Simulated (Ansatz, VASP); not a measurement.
Zr: VASP beside Ansatz

```xyz
2
Lattice="3.2954 0.0000 0.0000 -1.6477 2.8539 0.0000 0.0000 0.0000 5.2479" Properties=species:S:1:pos:R:3 pbc="T T T"
Zr    0.0000    1.9026    1.3120
Zr    1.6477    0.9513    3.9360
```

Change from the starting cell: volume scaled by 1.06, crystal datasets.

Alike in both runs: task electric field gradients; functional PBE; k mesh 13 × 13 × 7; occupations fermi-dirac, width 0.08 eV; no spin polarisation.

|  | VASP | Ansatz |
| --- | --- | --- |
| version | VASP 6.6.1 | Ansatz 0.2.0 |
| potentials or method | VASP PAW PBE potentials, release 64 (Zr_sv), cutoff 520 eV | all-electron PAW with datasets made for the crystal, scalar-relativistic |

|  | VASP | Ansatz | Ansatz less VASP |
| --- | --- | --- | --- |
| pressure (GPa) | -4.5 | -4.5 | +0.01 |
| largest component of the traceless stress (GPa) | 0.18 | 0.19 | +0.001 |
| Vzz of the field gradient on the site that differs most (V/Å²) | 36.4 | 37.1 | +0.69 |

Ansatz ran all-electron here, so the differences hold the error of VASP's frozen core and of both bases. Ansatz warned: «gradients_without_spin_orbit».
